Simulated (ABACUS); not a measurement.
**GaN in ABACUS: the effect of functional**

GaN:

```xyz
2
Lattice="0.0000 2.2535 2.2535 2.2535 0.0000 2.2535 2.2535 2.2535 0.0000" Properties=species:S:1:pos:R:3 pbc="T T T"
Ga    0.0000    0.0000    0.0000
N     1.1268    1.1268    1.1268
```

The cell is a database's computed one.

Alike in all runs:

* Program: ABACUS 3.10.1
* Task: equation of state
* Potentials or basis: SG15 ONCV 1.2 PBE
* Cutoff: 1143 eV
* Density cutoff: 4572 eV
* Basis: plane waves
* k mesh: 7 × 7 × 7
* Occupations: fermi-dirac, width 0.05 eV
* Spin: no spin polarisation

**Question.** One run gave: V0 of scaled cells 11.71 Å³/atom; B0 179 GPa. Which functional did it use?
A. TPSS
B. PBE
C. WC
D. PBEsol
E. LDA

**Answer.** A.

| functional | V0 of scaled cells (Å³/atom) | B0 (GPa) |
| --- | --- | --- |
| LDA | 11.18 | 196 |
| PBE | 11.79 | 172 |
| PBEsol | 11.46 | 186 |
| WC | 11.48 | 185 |
| RPBE | 12.05 | 162 |
| SCAN | 11.31 | 191 |
| TPSS | 11.71 | 179 |

Caveats: the potentials were made for another functional, which shifts forces and pressure (some runs).
